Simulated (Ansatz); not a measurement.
# A defect in a wire: armchair SiC nanoribbon (N = 6, H edges), vacancy of one C, part 2 of 4

What does the defect do to the conductance?

Ansatz 0.2.0; DFT PBE, plane waves, PAW; relaxation of a wire's period (the session's first sound run).

So far. Step 2 (Relaxing the period): The cell's length comes to 5.393 Å with spin left out.

## (3) The wire at its relaxed period

This step: DFT PBE, plane waves, PAW; channels and complex bands of a perfect wire (Ansatz 0.2.0).

At the relaxed period the Bloch states of the perfect wire are found at each energy: those that move forward count the open channels, and those that decay describe how a disturbance dies away inside the wire itself. An energy step of 0.035 eV is under the 0.039 eV that the program asks for its thermal average at 300 K.

Contents of input.yaml:

```yaml
crystal:
  lattice:
    - [17.21, 0.0, 0.0]
    - [0.0, 7.0, 0.0]
    - [0.0, 0.0, 5.3931796155]
  atoms:
    - { symbol: Si, position: [0.278579403, 0.5, 0.007783893] }
    - { symbol: Si, position: [0.455741596, 0.5, 0.000583018] }
    - { symbol: Si, position: [0.635546536, 0.5, 0.999938423] }
    - { symbol: C, position: [0.275916185, 0.5, 0.331157569] }
    - { symbol: C, position: [0.454492549, 0.5, 0.332751815] }
    - { symbol: C, position: [0.634085865, 0.5, 0.332547292] }
    - { symbol: H, position: [0.79651997, 0.5, 0.369552346] }
    - { symbol: H, position: [0.220014167, 0.5, 0.426430523] }
    - { symbol: Si, position: [0.364479002, 0.5, 0.499938423] }
    - { symbol: Si, position: [0.544283942, 0.5, 0.500583018] }
    - { symbol: Si, position: [0.721446135, 0.5, 0.507783893] }
    - { symbol: C, position: [0.365939673, 0.5, 0.832547292] }
    - { symbol: C, position: [0.545532989, 0.5, 0.832751815] }
    - { symbol: C, position: [0.724109353, 0.5, 0.831157569] }
    - { symbol: H, position: [0.203505568, 0.5, 0.869552346] }
    - { symbol: H, position: [0.780011371, 0.5, 0.926430523] }
kpoints:
  mp_grid: { grid: [1, 1, 15] }
scf:
  occupations: { method: fermi_dirac, width: 0.05 }
hamiltonian:
  xc: pbe
output:
  transmission:
    e_range: [-1.26, 1.26]
    de: 0.035
    kmesh: [1, 1]
    reduced_basis: true
    leads: [[0, 0]]
basis:
  ecutwfc: "350 eV"
```

Launch:

```bash
$ ansatz run input.yaml --threads 4 --pin off --max-ram 16384MiB --backend cpu --events-out ev --progress --plain --runs-dir out
```

Numbers of over 12 decimals in the logs are rounded to 6 here.

Output:

```text
Warning: basis.ecutwfc = 350 eV is below the records' recommended 420 eV, and the density's cutoff is lower with it unless basis.ecutrho_ratio is high enough to keep the records' density cutoff: compare with a run at a higher cutoff
[...]
Crystal: 16 atoms, lattice volume = 649.716 Å³
Basis set: ecut = 350 eV, 9673 PW (Γ)
Bands: 42, of which v1, the nominal top of the filled ones, is band 26 counted from 1 (25 counted from 0)
Symmetry: 4 space group operations
[...]
k-points: 8 of 15 (time reversal used)
[...]
SCF iter   1: F=—  HF=-5379.115564 eV  |F-HF|=—  |Δ(HF+E_count)|=         —  Δρ=2.14e-3  dr2=3.70e-2  ethr=1.77e-3  ⟨swp⟩=9.4  Hψ=2115  notcnv=0  defer=14
[...]
SCF iter   8: F=-5379.131919 eV  HF=-5379.131919 eV  |F-HF|=9.72e-9  |Δ(HF+E_count)|=   1.19e-7  Δρ=1.54e-6  dr2=1.25e-8  ethr=1.92e-10  ⟨swp⟩=14.8  Hψ=1777  notcnv=0
SCF 1 converged in 8 iterations: F = -5379.131919 eV  dr2 = 1.25e-8
[...]
transmission: 7 of 42 steps passed
transmission: 14 of 42 steps passed
[...]
transmission: 42 of 42 steps passed
Second SCF, for the conductance: iteration 1, dr2 3.934e-8 eV
Second SCF, for the conductance: iteration 2, dr2 1.941e-8 eV
Second SCF, for the conductance: iteration 3, dr2 3.432e-9 eV
transmission: 7 of 42 steps passed
transmission: 14 of 42 steps passed
[...]
transmission: 42 of 42 steps passed
SCF converged after 8 iterations
Free energy (F): -5379.131919 eV
[...]
Internal energy: -5379.131919 eV  (E = F + TS)
E sigma→0 (E₀):  -5379.131919 eV
Fermi energy:    -0.830093 eV
[...]
--- Band table (eV; the first three rows and the last of 8) ---
  k-point 0: bands = [... 22 lower, -3.5030, -2.5208, -2.2409, -2.0125, 0.3668, 0.4800, 0.7128, 0.9988, ... 12 higher]
  k-point 1: bands = [... 22 lower, -3.4897, -2.5980, -2.2510, -2.0775, 0.4269, 0.5446, 0.7300, 1.0204, ... 12 higher]
  k-point 2: bands = [... 22 lower, -3.4503, -2.8057, -2.2800, -2.2520, 0.5760, 0.5864, 0.9232, 1.0862, ... 12 higher]
  k-point 7: bands = [... 22 lower, -3.8647, -3.6332, -2.8864, -2.7513, 0.6730, 0.8171, 1.9434, 2.0266, ... 12 higher]
--- Transmission ---
  basis      : 885 plane waves across, 7 finite elements along
  points     : 1, standing for a mesh of 1 x 1
  filling    : by a second SCF (3 iterations) under fermi_dirac of width 0.025852 eV on a mesh of 1 x 1 x 21, whose Fermi level is -0.823724 eV
  energies   : 73 from -1.260000 to 1.260000 eV about the Fermi level, 0.035000 eV apart; the leads are filled to 0.000000 eV, and channels, transmission and decay are at 0.000000 eV
  crystal 0  : C6H4Si6, at the sites [0, 0], period 5.3932 Å: whole cells are its period
    offset         : up to 0.0000 Å between an atom of the period and one for which it stands
    filled         : 3.4 meV over the level at which it is neutral
    channels       : 0.000000e0 a spin
    conductance    : none, the energies end too early or step too widely for 300 K: set another output.transmission.e_range or a lower de, or, where they end at an eighth of basis.ecutwfc, a higher one
    slowest decay  : 0.2165 /Å at (0.0000, 0.0000)
```

The job ended after 4.7 min (4 threads of Arm Neoverse V2, shared host; peak memory 1.8 GiB; 16 min of CPU time).

Numbers from this step:

| Property | Result |
| --- | --- |
| channels at the energy nearest the Fermi level, one spin | 0 |
| slowest decay in the lead at the energy nearest the Fermi level | 0.2165 Å⁻¹ |
| band gap | 2.379 eV |

Open channels of the lead, one spin against energy, zero at the Fermi level:

energy (eV), open channels of the lead, one spin and a bar:
```
    1.085       0.00 
    1.190       1.00 ##############################
```

The slowest values at each energy, most degenerate partners merged, listed up to 1.5 1/Å. The Im kz of the slowest decaying states by energy, zero at the Fermi level:

```tsv
energy (eV)	decay 1 (Å⁻¹)	decay 2 (Å⁻¹)	decay 3 (Å⁻¹)	decay 4 (Å⁻¹)
-1.190	0.0209	0.169	0.367	0.379
-1.015	0.122	0.189	0.368	0.382
-0.805	0.170	0.205	0.369	0.385
-0.595	0.199	0.214	0.368	0.386
-0.385	0.217	0.219	0.366	0.386
-0.210	0.220	0.225	0.363	0.385
0.000	0.217	0.229	0.359	0.382
0.210	0.209	0.227	0.354	0.379
0.385	0.200	0.219	0.348	0.374
0.595	0.184	0.202	0.340	0.360
0.805	0.162	0.173	0.318	0.331
1.015	0.124	0.130	0.259	0.320
1.190	0.0859	0.183	0.309	0.342
```

By hand: a barrier of this wire, of length L, would pass T ∝ exp(−2κL) at this energy; with κ = 0.216 Å⁻¹ one decade takes ln 10 / (2κ) = 5.32 Å.

At the computed energy nearest the Fermi level there are 0 channels a spin; the gap is 2.38 eV.

(Continued in part 3 of 4.)

[Logs are printed without paths, hosts, clocks, repeated set-up lines and the standing remarks that a program may print on its own settings, such as how far it seeks lower states.]

[Hosts, paths, dates, database ids (printed as entryN), source tags and the programs' standing remarks are cut or masked in the printed files.]
